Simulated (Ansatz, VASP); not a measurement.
**Sb in VASP and in Ansatz**

```
CELL_PARAMETERS angstrom
0.00000 2.37124 2.37124
2.25268 0.00000 2.37124
2.25268 2.37124 0.00000
ATOMIC_POSITIONS crystal
Sb 0.00000 0.00000 0.00000
```

Change from the starting cell: strain -0.0500 x Voigt [1, 0, 0, 0, 0, 0], atoms carried along.

Alike in both runs: task single point; functional PBEsol; k mesh 18 × 18 × 18; occupations gaussian, width 0.15 eV; no spin polarisation.

|  | VASP | Ansatz |
| --- | --- | --- |
| version | VASP 6.6.1 | Ansatz 0.2.0 |
| potentials or method | VASP PAW PBE potentials, release 64 (Sb) | scalar-relativistic, plane waves, PAW |
| plane-wave cutoff (eV) | 520 | 420 |
| valence electrons in the cell | 5 | 15 |

```tsv
	VASP	Ansatz	Ansatz less VASP
gap on the k mesh at the Fermi level (eV)	none	none	-
pressure (GPa)	2.4	2.4	-0.01
largest component of the traceless stress (GPa)	0.86	0.87	+0.007
```

A gap of «none» marks a metal or a gap that the smearing closes. The two sets of potentials don't hold the same shells in valence.

Caveats: the PAW data sets were made with another functional, which shifts forces and pressure a little (VASP). Spin-orbit coupling is left out, which matters for the levels of Sb.
